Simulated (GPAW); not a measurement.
The system is MoP.

```
CELL_PARAMETERS angstrom
3.22300 0.00000 0.00000
-1.61150 2.79120 0.00000
0.00000 0.00000 3.19100
ATOMIC_POSITIONS crystal
Mo 0.00000 0.00000 0.00000
P 0.33333 0.66667 0.50000
```

| Item | Value |
| --- | --- |
| Program | GPAW 26.7.0 |
| Task | relaxation of cell and atoms |
| Functional | PBEsol |
| Potentials or basis | PAW data sets generated in the run's folder for this functional |
| Cutoff | 600 eV |
| Basis | pw |
| k mesh | 10 × 10 × 8 |
| Occupations | fermi-dirac, width 0.05 eV |
| Spin | no spin polarisation |

At the start: pressure -3.5 GPa; volume 14.35 Å³/atom.

Question: Where does the relaxation end?

Answer: Over 3 steps the energy falls by 2.3 meV/atom and the volume is 14.14 Å³/atom (-1.5 %); space group P-6m2 (No. 187, to 0.05 Å).

Step by step:
```tsv
step	energy change (eV)	largest force (eV/Å)	pressure (GPa)	volume (Å³)
1	0.0000	0.0000	-3.46	28.71
2	-0.0032	0.0000	-1.91	28.52
3	-0.0045	0.0000	0.02	28.29
```

Final structure:
```xyz
2
Lattice="3.2089 0.0000 0.0000 -1.6045 2.7790 0.0000 0.0000 0.0000 3.1721" Properties=species:S:1:pos:R:3 pbc="T T T"
Mo    0.0000    0.0000    0.0000
P     0.0000    1.8527    1.5861
```

Caveat: later steps reuse the first step's grids.
